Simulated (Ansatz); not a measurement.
## Do energy and pressure agree? Two volumes of InN (P3m1, 4 atoms in the cell)

```xyz
4
Lattice="1.7611 -3.0504 0.0000 1.7611 3.0504 0.0000 0.0000 0.0000 5.6715" Properties=species:S:1:pos:R:3 pbc="T T T"
In     1.7611    -1.0168     2.8857
In     1.7611     1.0168     0.0000
N      1.7611    -1.0168     4.9852
N      1.7611     1.0168     2.1495
```

Computed with PBE (plane waves, PAW; Ansatz, a quantum-chemistry and plane-wave program).

Settings: basis.ecutwfc = 1010 eV; kpoints.mp_grid.grid = 8 8 5; hamiltonian.xc = pbe; hamiltonian.pseudopotentials = {kind: paw} (the program's default PAW files); scf.occupations.method = fermi_dirac; scf.occupations.width = 0.05 eV. This cutoff ends a ladder whose last two steps agree within 1 meV/atom.

The second cell is the first with its lattice scaled by 0.98, at the same fractional positions.

The starting cell has typed, rounded lattice constants, without a prior relaxation at this level. Its lattice was rescaled by up to half a per cent. One atom was moved a little off its site on purpose. Ansatz's pressure includes its estimate of the finite-basis (Pulay) stress. The run gives no clean gap (levels at the Fermi energy touch, overlap or are partly filled at this smearing), which alone does not show that the compound is a metal.

| cell | volume (Å³/atom) | pressure (GPa) | F less the first cell's (meV/atom) |
|---|---|---|---|
| first | 15.2343 | 7.45 | 0.00 |
| second | 14.3384 | 18.17 | ? |

**Question.** Estimate the energy of the second cell from the pressures, and the bulk modulus between the two volumes.

**Answer.** With P = −dF/dV, the trapezoid gives ΔF ≈ −(P₁ + P₂)/2 · ΔV = −(12.810 GPa) · (-0.8959 Å³) = 71.63 meV/atom (1 eV/Å³ = 160.22 GPa). The modulus at fixed fractional positions is B = −ΔP/Δln V = 177 GPa, a mean over the interval; zero pressure lies outside it, so this is not the modulus at equilibrium. P(V) is curved, so the trapezoid lies high by about |ΔV|³·B·(1 + B′)/(12·V̄²) = 1.51 meV/atom for an assumed B′ = 4, which leaves 70.12 meV/atom. The runs gave 70.07 meV/atom, a miss of 0.05 meV/atom. Cases were kept where this miss is small, so the page shows the method and is no test of it.

Left out of this page: 15 runs of the series outside the window shown, repeating another row's setting, or not comparable.

Keys are those of Ansatz 0.2.
